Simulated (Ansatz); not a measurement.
## Pressure against volume: W

```
CELL_PARAMETERS angstrom
-1.59730 1.59730 1.59730
1.59730 -1.59730 1.59730
1.59730 1.59730 -1.59730
ATOMIC_POSITIONS crystal
W 0.00000 0.00000 0.00000
```

The conventional cell has a = 3.195 Å, b = 3.195 Å, c = 3.195 Å, α = 90.00°, β = 90.00°, γ = 90.00°. W (atom 1) is surrounded by 8 W at 2.77 Å.

Structure: COD 9006499, as refined from experiment and not relaxed. It was measured hot, at 2171 K.

Spin–orbit coupling is left out, though it moves levels of the heavy atoms by tenths of an eV or more.

Methods: DFT, PBE, all-electron LAPW, scalar-relativistic (Ansatz 0.2.0); DFT, PBE, PAW with Ansatz's default frozen-core files, scalar-relativistic (Ansatz 0.2.0).

For LAPW: a Γ-centred 14×14×14 k mesh, Fermi–Dirac smearing of 0.03 eV, basis error target 1 meV/atom, no spin polarisation. PAW takes a cutoff of 420 eV at this cell. The Ansatz runs share mesh, smearing and spin set-up. Plane-wave (PAW) pressures include the program's estimate of the Pulay term.

The cell above is scaled evenly, with fractional coordinates and shape held.

```tsv
V/V(cell)	V (Å³/atom)	P, LAPW (GPa)	P, PAW (GPa)	free energy over the lowest listed, PAW (meV/atom)
0.9500	15.486	14.00	13.96	27.3
0.9750	15.894	5.30	5.22	3.1
1.0000	16.301	-2.50	-2.59	0.0
1.0250	16.709	-9.39	-9.50	15.6
1.0500	17.116	-15.43	-15.56	47.6
```

Question: What do Birch–Murnaghan fits to the pressures give?

Answer: LAPW: V0 = 16.16 Å³/atom, B0 = 301 GPa, B0′ = 3.8; PAW: V0 = 16.16 Å³/atom, B0 = 302 GPa, B0′ = 3.8.

PAW's V0 lies -0.03 % from the all-electron value and its B0 0.4 %. Symmetry fixes shape and coordinates here, so this is the relaxed modulus.
